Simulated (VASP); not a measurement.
Crystal: BaTe.

```
Ba Te
1.0
     4.26247    0.00000    0.00000
     0.00000    4.26247    0.00000
     0.00000    0.00000    4.26247
Ba Te
1 1
Direct
  0.00000 0.00000 0.00000
  0.50000 0.50000 0.50000
```

The cell comes from a database or a generator and needn't be the stable form of this composition.

```yaml
Program: VASP 6.6.1
Task: single point
Functional: PBE
Potentials_or_basis: VASP PAW PBE potentials, release 64 (Ba_sv, Te)
Cutoff: 520 eV
k_mesh: 6 × 6 × 6
Occupations: fermi-dirac, width 0.05 eV
Spin: no spin polarisation
```

On this cell: pressure 0.1 GPa; largest force zero by symmetry; band gap on the k mesh 0.78 eV, indirect (least direct gap 0.98 eV).

The same run follows on a disturbed copy (atoms moved at random, drawn with an rms of 0.05 Å):

```
CELL_PARAMETERS angstrom
4.26247 0.00000 0.00000
0.00000 4.26247 0.00000
0.00000 0.00000 4.26247
ATOMIC_POSITIONS crystal
Ba 0.99742 0.99360 0.00777
Te 0.51072 0.50696 0.50408
```

Task: What does the disturbed cell give?

Result: The energy moves by +1.5 meV/atom; pressure 0.1 GPa; largest force 0.075 eV/Å; band gap on the k mesh 0.81 eV, indirect (least direct gap 1.00 eV).

Forces on the atoms (eV/Å):
```
Ba   0.052  0.052 -0.015
Te  -0.052 -0.052  0.015
```

Caveats: spin-orbit coupling is left out, which moves the levels of the heavy elements.

A k mesh can miss the band edges.
